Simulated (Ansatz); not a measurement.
# hcp against fcc along groups 8 to 10

These are results of DFT, m-r2SCAN, plane waves (500 eV) with PAW, scalar-relativistic in Ansatz 0.2.0, not measurements. (PAW data from PBE, frozen cores regenerated.)

Each structure is relaxed within its symmetry, in the lowest magnetic state of the tried starts. Differences under about 8 meV lie within the error of the k-point mesh.

```
element  E(hcp) − E(fcc) (meV/atom)  V(hcp) (Å³/atom)  V(fcc) (Å³/atom)   state of hcp       state of fcc
     Fe                         -66              9.87             10.18   non-magnetic  antiferromagnetic
     Ru                        -126             13.49             13.56   non-magnetic       non-magnetic
     Co                         -18             10.39             10.49  ferromagnetic      ferromagnetic
     Rh                          47             13.77             13.72   non-magnetic       non-magnetic
     Ir                          94             14.27             14.21   non-magnetic       non-magnetic
     Ni                          37             10.47             10.46  ferromagnetic      ferromagnetic
     Pd                          38             15.01             14.96   non-magnetic  spin not included
     Pt                           ?                 ?                 ?              ?                  ?
```

Fill in the row of Pt.

E(hcp) − E(fcc) (meV/atom): 65; V(hcp) (Å³/atom): 15.41; V(fcc) (Å³/atom): 15.30; state of hcp: non-magnetic; state of fcc: spin not included.

m-r²SCAN is r²SCAN on the gauge-invariant kinetic-energy density; without spin polarisation the two are equal.
